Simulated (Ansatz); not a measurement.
Space group Fm-3m (No. 225). a = 5.360 Å, b = 5.360 Å, c = 5.360 Å, α = 90.00°, β = 90.00°, γ = 90.00°
```
atom site symmetry x y z
  Co    4a m-3m  0.0000  0.0000  0.0000
  Si    8c      -43m  0.2500  0.7500  0.7500
```

Equation of state of this CoSi2 structure (not necessarily the ground state), with shape and atoms relaxed at each volume where symmetry leaves them free. It has no gap at any of these volumes. Theory: Ansatz, DFT PBE, scalar-relativistic, plane waves, PAW.

Cutoff 420 eV; k points 14×14×14 on the computed 3-atom cell (Γ-centred); Gaussian smearing, width 0.10 eV; no spin polarisation.

```csv
V (Å³/atom),E − E(largest V) (meV/atom),P (GPa)
11.292,70.52,30.51
11.677,9.09,20.90
12.062,-31.05,12.76
12.446,-53.16,5.85
12.831,-59.98,0.00
13.216,-53.84,-4.95
13.601,-36.77,-9.12
14.115,0.00,-13.54
```

Problem. Fit a third-order Birch–Murnaghan equation to E(V).

Solution. V0 = 12.83 Å³/atom, B0 = 179 GPa, B0' = 4.5.